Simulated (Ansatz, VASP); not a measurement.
# InAs: VASP beside Ansatz

Wanted: the spread between two codes on one cell, functional and k mesh. The cell is taken from a series of VASP runs on this material, whose earlier steps may have relaxed, scaled or displaced it; both programs get it as it stands.

Calculated with Ansatz 0.2.0; plane waves, with VASP 6.6.1 beside it; zone-centre phonons at LDA.

## Step 1: The starting structure

It takes space group F-43m (No. 216, cubic). The conventional cell has a = 6.031 Å, b = 6.031 Å, c = 6.031 Å, α = 90.00°, β = 90.00°, γ = 90.00°. Nearest to In lie 4 As at 2.61 Å. Nearest to As lie 4 In at 2.61 Å. Farther neighbours are not listed.

Structure file:

```cif
data_structure
_symmetry_space_group_name_H-M 'P 1'
_symmetry_Int_Tables_number 1
_cell_length_a 4.2649
_cell_length_b 4.2649
_cell_length_c 4.2649
_cell_angle_alpha 60.000
_cell_angle_beta 60.000
_cell_angle_gamma 60.000
_cell_volume 54.85
loop_
_atom_site_label
_atom_site_type_symbol
_atom_site_fract_x
_atom_site_fract_y
_atom_site_fract_z
_atom_site_occupancy
In1 In 0.00000 0.00000 0.00000 1
As2 As 0.25000 0.25000 0.25000 1
```

## Step 2: VASP: zone-centre phonons, LDA

Second derivatives magnify differences that forces hide, and they need a tight electronic threshold.

Lines of VASP's logs that name or quote its potential files are left out, and so is its time.

Contents of INCAR:

```
SYSTEM = InAs
PREC = Accurate
ENCUT = 400
EDIFF = 1E-08
NELM = 100
ISMEAR = 1
SIGMA = 0.2
LREAL = .FALSE.
ALGO = Normal
GGA = CA
NBANDS = 15
LORBIT = 11
LWAVE = .FALSE.
LCHARG = .FALSE.
KPAR = 2
IBRION = 8
ISIF = 2
```

Contents of POSCAR:

```
InAs
1.0
    0.0000000000      3.0157287988      3.0157287988
    3.0157287988      0.0000000000      3.0157287988
    3.0157287988      3.0157287988      0.0000000000
In As
1 1
Direct
    0.0000000000      0.0000000000      0.0000000000
    0.2500000000      0.2500000000      0.2500000000
```

Contents of KPOINTS:

```
Automatic mesh
0
Gamma
11 11 11
0 0 0
```

PAW data sets: In_d and As (LDA family, release 64).

The run is started by

```sh
$ mpirun -np 2 vasp_std
```

Numbers of over 12 decimals in the logs are rounded to 6 here.

What it wrote:

```text
[banner, memory and clock lines left out]
running    2 mpi-ranks, on    1 nodes
 distrk:  each k-point on    1 cores,    2 groups
 distr:  one band on    1 cores,    1 groups

 POSCAR found type information on POSCAR InAs
 POSCAR found :  2 types and       2 ions
 LDA part: xc-table for (Slater(with rela. corr.)+CA(PZ))
 , standard interpolation
 POSCAR, INCAR and KPOINTS ok, starting setup
 FFT: planning ... GRIDC
 FFT: planning ... GRID_SOFT
 FFT: planning ... GRID
 WAVECAR not read
 entering main loop
       N       E                     dE             d eps       ncg     rms          rms(c)
DAV:   1     0.102797781262E+03    0.10280E+03   -0.71829E+03  1694   0.107E+03
DAV:   2    -0.236676900921E+01   -0.10516E+03   -0.10152E+03  1876   0.273E+02
DAV:   3    -0.916533773846E+01   -0.67986E+01   -0.67728E+01  2100   0.744E+01
DAV:   4    -0.933837969121E+01   -0.17304E+00   -0.17301E+00  2146   0.135E+01
DAV:   5    -0.934546395673E+01   -0.70843E-02   -0.70841E-02  2413   0.220E+00    0.475E+00
DAV:   6    -0.907171957314E+01    0.27374E+00   -0.38334E-01  2656   0.111E+01    0.262E+00
DAV:   7    -0.903275208455E+01    0.38967E-01   -0.11118E-01  2343   0.312E+00    0.687E-01
DAV:   8    -0.902936522842E+01    0.33869E-02   -0.11739E-02  2210   0.132E+00    0.223E-01
DAV:   9    -0.902925561452E+01    0.10961E-03   -0.76609E-04  2123   0.248E-01    0.143E-01
DAV:  10    -0.902927771743E+01   -0.22103E-04   -0.11489E-04  2588   0.185E-01    0.691E-02
DAV:  11    -0.902928100939E+01   -0.32920E-05   -0.34493E-05  2589   0.114E-01    0.437E-02
DAV:  12    -0.902927887040E+01    0.21390E-05   -0.46727E-06  2456   0.290E-02    0.651E-03
DAV:  13    -0.902927891930E+01   -0.48904E-07   -0.64767E-07  2191   0.473E-03    0.126E-03
DAV:  14    -0.902927891460E+01    0.47019E-08   -0.22820E-08  2018   0.230E-03
   1 F= -.90292789E+01 E0= -.90294047E+01  d E =0.377456E-03
 Linear response reoptimize wavefunctions to high precision
DAV:   1    -0.902927891480E+01   -0.20054E-09   -0.31110E-09  1751   0.896E-04
DAV:   2    -0.902927891487E+01   -0.65938E-10   -0.72590E-10  1127   0.220E-04
 Linear response DOF=           2
 Linear response progress:
  Degree of freedom:   1/  2
       N       E                     dE             d eps       ncg     rms          rms(c)
RMM:   1    -0.235202704655E+00   -0.23520E+00   -0.87708E-02  8754   0.491E+00
RMM:   2    -0.237739935971E+00   -0.25372E-02   -0.13639E-02 10995   0.105E+00    0.804E-02
RMM:   3    -0.237705570804E+00    0.34365E-04   -0.15670E-03 11915   0.322E-01    0.386E-02
RMM:   4    -0.237527488277E+00    0.17808E-03   -0.13620E-04 12254   0.106E-01    0.209E-02
RMM:   5    -0.237483473021E+00    0.44015E-04   -0.19290E-05 12703   0.390E-02    0.774E-03
RMM:   6    -0.237479313079E+00    0.41599E-05    0.43319E-05 12777   0.130E-02    0.188E-03
RMM:   7    -0.237491846271E+00   -0.12533E-04    0.17744E-05 12829   0.389E-03    0.645E-04
RMM:   8    -0.237492254088E+00   -0.40782E-06    0.78991E-06 12858   0.164E-03    0.343E-04
RMM:   9    -0.237491787490E+00    0.46660E-06    0.51914E-06 13163   0.744E-04    0.109E-04
RMM:  10    -0.237491652314E+00    0.13518E-06    0.34779E-06 13059   0.319E-04    0.333E-05
RMM:  11    -0.237491874923E+00   -0.22261E-06    0.12868E-06 13120   0.171E-04    0.261E-05
RMM:  12    -0.237491825495E+00    0.49428E-07    0.10663E-06 13936   0.990E-05    0.786E-06
RMM:  13    -0.237491955293E+00   -0.12980E-06    0.30805E-07 12944   0.658E-05    0.162E-05
RMM:  14    -0.237491988351E+00   -0.33057E-07    0.14354E-07 14547   0.470E-05    0.250E-05
RMM:  15    -0.237491963384E+00    0.24967E-07    0.48432E-08 13514   0.379E-05    0.703E-06
RMM:  16    -0.237491999165E+00   -0.35782E-07   -0.20872E-08 11356   0.325E-05    0.878E-06
RMM:  17    -0.237491955291E+00    0.43874E-07    0.16743E-08 12449   0.299E-05    0.464E-06
RMM:  18    -0.237491944541E+00    0.10750E-07   -0.54997E-08 10879   0.281E-05    0.248E-06
RMM:  19    -0.237491955648E+00   -0.11107E-07    0.42725E-09 10796   0.271E-05    0.616E-07
RMM:  20    -0.237491957327E+00   -0.16790E-08   -0.85313E-09  9543   0.265E-05    0.161E-07
 first order change of Fermi-energy  -0.45051E-04
 force on displaced ion       1 direction 1 :  -7.624   0.000   0.000
 Linear response progress:
  Degree of freedom:   2/  2
       N       E                     dE             d eps       ncg     rms          rms(c)
RMM:   1    -0.474345358198E-01   -0.47435E-01    0.64895E-02 13487   0.156E+00
RMM:   2    -0.452178365811E-01    0.22167E-02    0.16689E-03 10229   0.578E-01    0.109E-01
RMM:   3    -0.459141582223E-01   -0.69632E-03   -0.19702E-03 11918   0.247E-01    0.466E-02
RMM:   4    -0.460760897655E-01   -0.16193E-03   -0.14339E-04 12136   0.827E-02    0.107E-02
RMM:   5    -0.461063611207E-01   -0.30271E-04   -0.14690E-05 12528   0.314E-02    0.490E-03
RMM:   6    -0.460902491693E-01    0.16112E-04   -0.76104E-07 12167   0.824E-03    0.158E-03
RMM:   7    -0.460890979541E-01    0.11512E-05   -0.29498E-07 13271   0.270E-03    0.112E-03
RMM:   8    -0.460894283820E-01   -0.33043E-06   -0.56734E-08 12618   0.112E-03    0.666E-04
RMM:   9    -0.460900656012E-01   -0.63722E-06   -0.36774E-08 12284   0.417E-04    0.741E-05
RMM:  10    -0.460901446297E-01   -0.79029E-07    0.14907E-08 13287   0.171E-04    0.716E-05
RMM:  11    -0.460901093156E-01    0.35314E-07   -0.20491E-08 13816   0.723E-05    0.242E-05
RMM:  12    -0.460901345345E-01   -0.25219E-07    0.26308E-08 12893   0.325E-05    0.589E-06
RMM:  13    -0.460901445806E-01   -0.10046E-07   -0.10619E-08 13492   0.198E-05    0.219E-06
RMM:  14    -0.460901316894E-01    0.12891E-07    0.64203E-09  9599   0.144E-05    0.107E-06
RMM:  15    -0.460901411723E-01   -0.94829E-08    0.55925E-09  6762   0.129E-05    0.251E-07
 first order change of Fermi-energy   0.29868E-03
 force on displaced ion       2 direction 1 :  -7.609   0.000   0.000
 Linear response finished
```

Parts of OUTCAR (step 2):

```text
ion  position               nearest neighbor table
   1  0.000  0.000  0.000-   2 2.61   2 2.61   2 2.61   2 2.61
   2  0.250  0.250  0.250-   1 2.61   1 2.61   1 2.61   1 2.61

  LATTYP: Found a face centered cubic cell.
 ALAT       =     6.0314575976

 Subroutine GETGRP returns: Found 24 space group operations
 (whereof 24 operations were pure point group operations)

The static configuration has the point symmetry T_d .

 Found     56 irreducible k-points:

   k-points           NKPTS =     56   k-points in BZ     NKDIM =     56   number of bands    NBANDS=     15

   dimension x,y,z NGX =    28 NGY =   28 NGZ =   28
   dimension x,y,z NGXF=    56 NGYF=   56 NGZF=   56

   ENCUT  =  400.0 eV  29.40 Ry    5.42 a.u.   6.95  6.95  6.95*2*pi/ulx,y,z

   NELECT =      18.0000    total number of electrons

 k-points in reciprocal lattice and weights: Automatic mesh
   0.00000000  0.00000000  0.00000000       0.001
   0.09090909  0.00000000  0.00000000       0.006
   0.18181818  0.00000000  0.00000000       0.006
   0.27272727  0.00000000  0.00000000       0.006
   0.36363636  0.00000000  0.00000000       0.006
   0.45454545  0.00000000  0.00000000       0.006
   0.09090909  0.09090909  0.00000000       0.005
   0.18181818  0.09090909  0.00000000       0.018
   0.27272727  0.09090909  0.00000000       0.018
[...]
-0.36363636  0.45454545  0.18181818       0.018
  -0.27272727  0.45454545  0.18181818       0.018

 average (electrostatic) potential at core
       1 -96.0434       2 -53.0444

  Total       -0.0105540     -0.0105540     -0.0105540      0.0000000      0.0000000      0.0000000
  in kB       -0.3082631     -0.3082631     -0.3082631      0.0000000      0.0000000      0.0000000
  external PRESSURE =      -0.3082631 kB  Pullay stress =       0.0000000 kB

  energy-cutoff  :      400.00
  volume of cell :       54.85
      direct lattice vectors                 reciprocal lattice vectors
     0.000000000  3.015728799  3.015728799    -0.165797402  0.165797402  0.165797402
     3.015728799  0.000000000  3.015728799     0.165797402 -0.165797402  0.165797402
     3.015728799  3.015728799  0.000000000     0.165797402  0.165797402 -0.165797402

 POSITION                                       TOTAL-FORCE (eV/Angst)
 -----------------------------------------------------------------------------------
      0.00000      0.00000      0.00000        -0.000000     -0.000000     -0.000000
      1.50786      1.50786      1.50786         0.000000      0.000000      0.000000
 -----------------------------------------------------------------------------------
    total drift:                               -0.000000     -0.000000     -0.000000

 Eigenvectors and eigenvalues of the dynamical matrix
 ----------------------------------------------------

   1 f  =    6.407086 THz    40.256907 2PiTHz  213.717377 cm-1    26.497566 meV
             X         Y         Z           dx          dy          dz
      0.000000  0.000000  0.000000     0.000000    0.628743    0.000000
      1.507864  1.507864  1.507864     0.000000   -0.777613    0.000000

   2 f  =    6.407086 THz    40.256907 2PiTHz  213.717377 cm-1    26.497566 meV
             X         Y         Z           dx          dy          dz
      0.000000  0.000000  0.000000    -0.628743    0.000000    0.000000
      1.507864  1.507864  1.507864     0.777613    0.000000    0.000000

   3 f  =    6.407086 THz    40.256907 2PiTHz  213.717377 cm-1    26.497566 meV
             X         Y         Z           dx          dy          dz
      0.000000  0.000000  0.000000     0.000000    0.000000   -0.628743
      1.507864  1.507864  1.507864     0.000000    0.000000    0.777613

   4 f/i=    0.002986 THz     0.018760 2PiTHz    0.099593 cm-1     0.012348 meV
             X         Y         Z           dx          dy          dz
      0.000000  0.000000  0.000000     0.777613    0.000000    0.000000
      1.507864  1.507864  1.507864     0.628743    0.000000    0.000000

   5 f/i=    0.002986 THz     0.018760 2PiTHz    0.099593 cm-1     0.012348 meV
             X         Y         Z           dx          dy          dz
      0.000000  0.000000  0.000000     0.000000   -0.777613    0.000000
      1.507864  1.507864  1.507864     0.000000   -0.628743    0.000000

   6 f/i=    0.002986 THz     0.018760 2PiTHz    0.099593 cm-1     0.012348 meV
             X         Y         Z           dx          dy          dz
      0.000000  0.000000  0.000000     0.000000    0.000000    0.777613
      1.507864  1.507864  1.507864     0.000000    0.000000    0.628743

 ELASTIC MODULI CONTR FROM IONIC RELAXATION (kBar)
 Direction    XX          YY          ZZ          XY          YZ          ZX
 --------------------------------------------------------------------------------
 XX          -0.0000      0.0000      0.0000      0.0000      0.0000      0.0000
 YY           0.0000     -0.0000      0.0000      0.0000      0.0000      0.0000
 ZZ           0.0000      0.0000     -0.0000      0.0000      0.0000      0.0000
 XY           0.0000      0.0000      0.0000   -230.6844      0.0000      0.0000
 YZ           0.0000      0.0000      0.0000      0.0000   -230.6844      0.0000
 ZX           0.0000      0.0000      0.0000      0.0000      0.0000   -230.6844
 --------------------------------------------------------------------------------
```

[end of part 1 of 2]

[Lines on the potential files, build, host, timing and source positions are cut from VASP's logs without a mark.]

[Logs are printed without paths, hosts, clocks, repeated set-up lines and the standing remarks that a program may print on its own settings, such as how far it seeks lower states.]

[Hosts, paths, dates, database ids (printed as entryN), source tags and the programs' standing remarks are cut or masked in the printed files.]
